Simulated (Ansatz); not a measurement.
**Ta2C: strain energy, fitted**

Ta2C, P-3m1, a = 3.110 Å, c = 4.942 Å. The structure is a COD entry; whether it is the stable form wasn't checked. Ansatz: r2SCAN, PAW, 500 eV, Γ-centred 18×18×10 mesh on 3 atoms, Gaussian smearing 0.10 eV; no spin polarisation. Series: uniaxial strain along c, with a, b and atoms relaxed; x is the strain in per cent. y is the free energy over the unstrained cell, V0 = 13.801 Å³/atom.

| x (%) | y (meV/atom) |
| --- | --- |
| -3.0 | 19.22 |
| -2.0 | 8.44 |
| -1.0 | 2.10 |
| 0.0 | 0.00 |
| 1.0 | 1.94 |
| 2.0 | ? |
| 3.0 | 16.98 |

Question: Fit y = c2 x² + c3 x³ to the other rows, turn c2 into a modulus, and predict the missing energy.

Answer: Least squares on the rows shown. y = 2.0126 x² − 0.041836 x³. In eV per unit strain² c2 is 20.13; this is Young's modulus along the axis (E = ½ Y V0 ε²): 2 × 20.13 × 160.2 / (13.801) = 467 GPa. At x = 2.0 the fit asked for gives 7.72 meV/atom. The run gave 7.69 meV/atom, so the fit is 0.03 meV/atom too high, within the rms miss on the fitted rows (0.04 meV/atom).

Spin–orbit coupling is left out, which can shift energies with elements as heavy as these.